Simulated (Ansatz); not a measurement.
**Computed properties of TiS2 (CdI2 type)**

What experiment reports for this phase, and the runs try to reproduce:
- lattice constant a: 3.407 Å (a, experimental database value; Experimental value from Springer Materials database; temperature and sample not stated; quoted in “Crystal growth, characterization and electronic band structure of TiSeS”, 2022, arxiv:2210.12799)
- lattice constant c: 5.695 Å (c, experimental database value; Experimental value from Springer Materials database; temperature and sample not stated; quoted in “Crystal growth, characterization and electronic band structure of TiSeS”, 2022, arxiv:2210.12799)

The calculated numbers come from the plane-wave code Ansatz. Calculated for a static, non-magnetic cell.

Structure: TiS2, CdI2 type, at its r2SCAN+rVV10 minimum. Space group P-3m1 (No. 164), trigonal; conventional cell a = 3.411 Å, c = 5.739 Å, 19.27 Å³ an atom. Around Ti lie 6 S at 2.42 Å; around S lie 3 Ti at 2.42 Å.

```cif
data_structure
_symmetry_space_group_name_H-M 'P 1'
_symmetry_Int_Tables_number 1
_cell_length_a 3.4106
_cell_length_b 3.4106
_cell_length_c 5.7387
_cell_angle_alpha 90.000
_cell_angle_beta 90.000
_cell_angle_gamma 120.000
_cell_volume 57.81
loop_
_atom_site_label
_atom_site_type_symbol
_atom_site_fract_x
_atom_site_fract_y
_atom_site_fract_z
_atom_site_occupancy
Ti1 Ti 0.00000 0.00000 0.00000 1
S1 S 0.33333 0.66667 0.24491 1
S2 S 0.66667 0.33333 0.75509 1
```

Gaps on the r2SCAN+rVV10 cell, each the least over its mesh and the special points:

| level | k mesh | gap (eV) | kind | edges | least direct gap (eV) | rough cost |
| --- | --- | --- | --- | --- | --- | --- |
| PBE | 12×12×4 | none (overlap 0.08) | – | – | – | 6 core-seconds |
| r2SCAN | 12×12×4 | 0.14 | indirect | Γ → L | 0.62 | 15 core-seconds |
| HSE06 | 6×6×4 | 0.61 | indirect | Γ → L | 1.16 | 2.2 core-minutes |

All runs use a smearing of 0.02 eV.
Wave cutoffs: 420 eV, 500 eV (r2SCAN).
Costs come from shared machines and give only the order; PBE's includes the band path. The runs had 2 threads of Arm Neoverse V1 (shared host).

With HSE06 the valence top lies at Γ and the conduction bottom at L, 0.61 eV higher; the smallest vertical gap, at Γ, is 1.16 eV. With r2SCAN, at Γ the top three valence levels group as 2+1 from the top, spread over 141 meV.

The levels disagree on the kind of gap: indirect with r2SCAN, HSE06; no gap with PBE.

Calculation and measurement side by side:
- Lattice constant a, measured 3.407 Å: PBE-D3(BJ) 3.361 (-1.4 %), r2SCAN+rVV10 3.411 (+0.1 %).
- Lattice constant c, measured 5.695 Å: PBE-D3(BJ) 5.505 (-3.3 %), r2SCAN+rVV10 5.739 (+0.8 %).
The calculated lattice is static; the measured one holds thermal expansion and zero-point motion. Reports marked as nanostructured, strained, doped, implanted or mixed samples were set aside.

Where bands overlap the cell is a metal at that level, and these k meshes limit energies, forces and stress. Overlaps of a few tenths of an eV in semilocal functionals can be an artefact that a hybrid or GW lifts.

The meshes of the hybrids are coarse, so their gaps aren't converged to the digits shown.

The splittings at Γ are without spin-orbit coupling, which regroups them where it is of like size.
